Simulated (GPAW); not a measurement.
Mg3Sb2:

```
CELL_PARAMETERS angstrom
4.58200 0.00000 0.00000
-2.29100 3.96813 0.00000
0.00000 0.00000 7.24400
ATOMIC_POSITIONS crystal
Sb 0.66667 0.33333 0.76500
Sb 0.33333 0.66667 0.23500
Mg 0.00000 0.00000 0.00000
Mg 0.66667 0.33333 0.37000
Mg 0.33333 0.66667 0.63000
```

Base run:

| Quantity | Value |
| --- | --- |
| Program | GPAW 26.7.0 |
| Functional | r2SCAN |
| Potentials or basis | GPAW PAW data sets (gpaw-data 1.2.1) |
| Cutoff | 800 eV |
| Basis | pw |
| k mesh | 5 × 5 × 3 |
| Occupations | fermi-dirac, width 0.05 eV |
| Spin | no spin polarisation |

Its results: band gap on the k mesh 0.70 eV, indirect (least direct gap 1.87 eV); pressure 0.1 GPa; largest force 0.328 eV/Å.

**Question.** The run is repeated on the same cell with these changes: functional from r2SCAN to PBE. What comes out?

**Answer.** Band gap on the k mesh 0.22 eV, indirect (least direct gap 1.18 eV); pressure 0.8 GPa; largest force 0.455 eV/Å.

r2SCAN gives the wider gap, since meta-GGAs in the generalised Kohn-Sham scheme recover part of the derivative discontinuity.

Caveats: spin-orbit coupling is left out, which moves the levels of the heavy elements; the PAW data sets were made with another functional, which shifts forces and pressure a little (some runs).

A k mesh can miss the band edges.

Not every run made on this cell is shown here.
